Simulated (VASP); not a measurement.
A run of VASP 6.6.1:

File INCAR:

```
SYSTEM = CdO
ALGO     = Normal         ! electronic algorithm
EDIFF    = 1E-6           ! SCF threshold, eV
EDIFFG   = -0.01          ! ionic threshold
ENCUT    = 600            ! plane-wave cutoff, eV
IBRION   = 2              ! ionic algorithm
ISIF     = 3              ! what is computed and relaxed
ISMEAR   = 0              ! smearing method
LASPH    = .TRUE.         ! aspherical terms in the spheres
LCHARG   = .FALSE.        ! write CHGCAR
LREAL    = .FALSE.        ! projectors in reciprocal space
LWAVE    = .FALSE.        ! write WAVECAR
NELM     = 80             ! most SCF steps
NSW      = 90             ! ionic steps
PREC     = Accurate       ! precision mode
SIGMA    = 0.03           ! smearing width, eV
```

The input KPOINTS:

```
k-points
0
G
  12 12 12
  0 0 0
```

Contents of POSCAR:

```
CdO
1.0
    0.0000000000      2.3495000000      2.3495000000
    2.3495000000      0.0000000000      2.3495000000
    2.3495000000      2.3495000000      0.0000000000
Cd O
1 1
Direct
    0.0000000000      0.0000000000      0.0000000000
    0.5000000000      0.5000000000      0.5000000000
```

Potentials or basis: VASP PAW LDA potentials, release 64 (Cd, O).

Run with:

```bash
$ cat potpaw_LDA.64/Cd/POTCAR potpaw_LDA.64/O/POTCAR > POTCAR
$ mpirun -np 1 vasp_std > vasp.out
```

Hardware: 1 thread of AMD EPYC 7R13 Processor (Zen 3) (shared host).

Q: Estimate the wall time of this run.

A: Wall time 49 s on 1 thread of AMD EPYC 7R13 Processor (Zen 3), with other jobs on the host, peak memory 0.14 GiB. Counts: scf iterations 27, k points 72, ion steps 3.
